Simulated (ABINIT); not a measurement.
# Ge: band structure with PBEsol

Ge:

```
Ge
1.0
    -2.57449    2.57449    1.39741
     2.57449   -2.57449    1.39741
     2.57449    2.57449   -1.39741
Ge
2
Cartesian
  0.0000 0.0000 1.3974
  2.5745 0.0000 0.6987
```

This isn't the form of Ge at room conditions, which is diamond.

```
Program             : ABINIT 10.8.3 (patched build)
Task                : band structure
Functional          : PBEsol
Potentials or basis : JTH PAW PBE v2.0
Cutoff              : 599 eV
k mesh              : 9 × 9 × 9
Occupations         : fermi-dirac, width 0.05 eV
Spin                : no spin polarisation
Fine-grid cutoff    : 1197.3 eV
```

```json
{
  "Pressure": "-1.2 GPa",
  "Band gap on the k mesh": "none (metal or under the smearing width)",
  "Valence electrons inside the program's atomic spheres": "Ge 12.24, 12.25 (radii [1.2196] Å)"
}
```

Stress tensor (GPa, compression positive):
```
-1.39  0.00  0.00
 0.00 -1.39  0.00
 0.00  0.00 -0.89
```

Levels at the corners of the path, in eV from the Fermi level:
```csv
point,band 11,band 12,band 13,band 14,band 15,band 16,band 17,band 18
Γ,-13.35,-4.09,-2.37,-2.37,3.25,7.56,7.56,8.13
X,-10.60,-10.60,0.60,0.60,1.88,1.88,7.50,7.50
M,-8.91,-8.91,-5.96,-5.96,6.14,6.14,10.98,10.98
Γ,-13.35,-4.09,-2.37,-2.37,3.25,7.56,7.56,8.13
Z,-7.45,-6.49,-3.85,-3.64,-3.64,3.77,6.62,6.62
P,-6.90,-6.90,-4.38,-4.38,4.23,4.23,4.86,4.86
N,-8.07,-6.43,-2.66,-2.04,-1.37,2.46,3.54,5.50
Z1,-7.45,-6.49,-3.85,-3.64,-3.64,3.77,6.62,6.62
M,-8.91,-8.91,-5.96,-5.96,6.14,6.14,10.98,10.98
```

Wall time 110 s on 1 thread of Intel(R) Xeon(R) Platinum 8488C (Sapphire Rapids), on a shared host, peak memory 0.16 GiB.

Caveat: the PAW data sets were made with another functional, which shifts forces and pressure a little.
